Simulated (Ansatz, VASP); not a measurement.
# N: VASP beside Ansatz

INCAR

```
PREC     = Accurate       # precision mode
ENCUT    = 520            # plane-wave cutoff, eV
EDIFF    = 1E-7           # SCF threshold, eV
ISMEAR   = 0              # smearing method
SIGMA    = 0.1            # smearing width, eV
LREAL    = F              # projectors in reciprocal space
LASPH    = T              # aspherical terms in the spheres
NELM     = 100            # most SCF steps
ALGO     = Normal         # electronic algorithm
ISIF     = 2              # what is computed and relaxed
LWAVE    = F              # write WAVECAR
LCHARG   = F              # write CHGCAR
NBANDS   = 18             # bands
```

Contents of KPOINTS:

```
regular mesh
0
Gamma
  4 4 4
```

Contents of POSCAR:

```
N
1.0
    4.0840619700      0.0000000000      0.0000000000
    0.0000000000      4.0840619700      0.0000000000
    0.0000000000      0.0000000000      5.3459132500
N
4
Direct
    0.9042752000      0.9042752000      0.0000000000
    0.5957248000      0.4042752000      0.5000000000
    0.0957248000      0.0957248000      0.0000000000
    0.4042752000      0.5957248000      0.5000000000
```

Input for Ansatz:

```yaml
crystal:
  lattice:
    - [4.08406197, 0.0, 0.0]
    - [0.0, 4.08406197, 0.0]
    - [0.0, 0.0, 5.34591325]
  atoms:
    - { symbol: "N", position: [0.9042752, 0.9042752, 0.0] }
    - { symbol: "N", position: [0.5957248, 0.4042752, 0.5] }
    - { symbol: "N", position: [0.0957248, 0.0957248, 0.0] }
    - { symbol: "N", position: [0.4042752, 0.5957248, 0.5] }
basis:
  ecutwfc: 420
kpoints:
  mp_grid: { grid: [4, 4, 4] }
hamiltonian:
  xc: lda
scf:
  occupations: { method: gaussian, width: 0.1 }
output:
  forces: true
  stress: true
  eigenvalues: true
```

Alike in both runs: task single point; functional LDA; k mesh 4 × 4 × 4; occupations gaussian, width 0.1 eV; no spin polarisation.

```csv
,VASP,Ansatz
version,VASP 6.6.1,Ansatz 0.2.0
potentials or method,"VASP PAW LDA potentials, release 64 (N)","scalar-relativistic, plane waves, PAW"
plane-wave cutoff (eV),520,420
valence electrons in the cell,20,20
```

```csv
,VASP,Ansatz,Ansatz less VASP
gap on the k mesh at the Fermi level (eV),6.70,6.75,+0.050
least direct gap on the mesh (eV),6.90,6.95,+0.050
pressure (GPa),-1.2,-2.8,-1.64
largest component of the traceless stress (GPa),0.49,2.26,+1.763
rms of the force components (eV/Å),0.212,0.978,+0.7656
```

Atom by atom the forces differ by 0.766 eV/Å (rms over components). One of these differences is far larger than is usual between the two programs; its cause wasn't traced.

Caveats: the standard files for N, O and F lose accuracy on very short bonds. A k mesh can miss the band edges.
